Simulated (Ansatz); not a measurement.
A vibration from a frozen displacement in ZnAu

The calculation used DFT PBE, scalar-relativistic, plane waves, PAW in Ansatz. Settings: plane waves to 420 eV, k-mesh 16×16×16 (Γ-centred), Gaussian smearing 0.15 eV. Spin–orbit coupling is left out, which matters for the heavy elements here. No spin polarisation. Energies are free energies at this smearing, counted from the undisturbed cell; pressure is positive in compression.

The starting cell (as given, not relaxed at this level; it stands at 4.8 GPa, and it needn't be the usual structure):

```
Zn Au
1.0
     3.14700    0.00000    0.00000
     0.00000    3.14700    0.00000
     0.00000    0.00000    3.14700
Zn Au
1 1
Cartesian
  1.5735 1.5735 1.5735
  0.0000 0.0000 0.0000
```

Every Au atom is moved by x along the Cartesian unit vector (-0.577, -0.577, -0.577); the cell and all other atoms stay fixed. The cell's volume is 31.17 Å³; the moved atoms weigh 196.967 u together and the others 65.380 u.

| x (Å) | ΔE (meV/cell) | total force on the moved atoms along the move (eV/Å) | pressure (GPa) |
| --- | --- | --- | --- |
| -0.1000 | 19.13 | 0.3899 | 5.3356 |
| -0.0500 | 4.71 | 0.1895 | 4.9433 |
| 0.0000 | 0.00 | 0.0000 | 4.8135 |
| 0.0750 | 10.67 | -0.2875 | 5.1062 |

Problem. What frequency belongs to this motion?

Solution. The force constant is k = −dF/dx = 3.807 eV/Å², from the parabola through x = -0.0500, 0 and 0.0750. In every cell the moved atoms swing against the rest, so the mass is μ = m₁m₂/(m₁ + m₂) = 49.086 u, and ν̃ = 521.5 cm⁻¹ × √(|k|/μ) = 145 cm⁻¹, at this cell's pressure of 4.8 GPa. To first order in x, and within 1 %, the force on every atom lies along the move and, within each of the two groups, in proportion to the atom's mass, so this is itself a mode at the zone centre of this cell.

Problem. How far does the harmonic law reach?

Solution. At x = -0.100 Å, kx²/2 = 19.04 meV against the computed 19.13 meV (+0.5 %): the well is still close to harmonic there.

In a metal these slopes depend on the k mesh and the smearing.